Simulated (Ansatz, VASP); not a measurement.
# One calculation of Al, two programs

File INCAR:

```
PREC     = Accurate       # precision mode
ENCUT    = 520            # plane-wave cutoff, eV
EDIFF    = 1E-6           # SCF threshold, eV
ISMEAR   = 0              # smearing method
SIGMA    = 0.15           # smearing width, eV
LREAL    = False          # projectors in reciprocal space
LASPH    = True           # aspherical terms in the spheres
NELM     = 60             # most SCF steps
ALGO     = Fast           # electronic algorithm
ISIF     = 2              # what is computed and relaxed
LWAVE    = False          # write WAVECAR
LCHARG   = False          # write CHGCAR
GGA      = PE             # functional
IVDW     = 12             # dispersion correction
NBANDS   = 8              # bands
```

File KPOINTS:

```
regular mesh
0
Gamma
  26 26 26
```

POSCAR

```
Al
1.0
    0.0000000000      2.0710173426      1.9913628294
    2.0710173426      0.0000000000      1.9913628294
    2.0710173426      2.0710173426      0.0000000000
Al
1
Direct
    0.0000000000      0.0000000000      0.0000000000
```

Input for Ansatz:

```yaml
crystal:
  lattice:
    - [0.0, 2.0710173426, 1.9913628294]
    - [2.0710173426, 0.0, 1.9913628294]
    - [2.0710173426, 2.0710173426, 0.0]
  atoms:
    - { symbol: Al, position: [0.0, 0.0, 0.0] }
basis:
  ecutwfc: 420
kpoints:
  mp_grid: { grid: [26, 26, 26] }
hamiltonian:
  xc: pbe
  dispersion: d3bj
scf:
  occupations: { method: gaussian, width: 0.15 }
output:
  forces: true
  stress: true
  eigenvalues: true
```

Change from the starting cell: strain +0.040 along x and y, +0.000 along z, atoms carried along.

Alike in both runs: task single point; functional PBE; dispersion D3(BJ); k mesh 26 × 26 × 26; occupations gaussian, width 0.15 eV; no spin polarisation.

|  | VASP | Ansatz |
| --- | --- | --- |
| version | VASP 6.6.1 | Ansatz 0.2.0 |
| potentials or method | VASP PAW PBE potentials, release 64 (Al) | scalar-relativistic, plane waves, PAW |
| plane-wave cutoff (eV) | 520 | 420 |
| valence electrons in the cell | 3 | 3 |

```tsv
	VASP	Ansatz	Ansatz less VASP
gap on the k mesh at the Fermi level (eV)	none	none	-
pressure (GPa)	-5.6	-5.6	+0.04
largest component of the traceless stress (GPa)	1.32	1.32	+0.003
```

A gap of «none» marks a metal or a gap that the smearing closes.

Caveats: pairwise dispersion overbinds metals, which lowers pressure and volume.
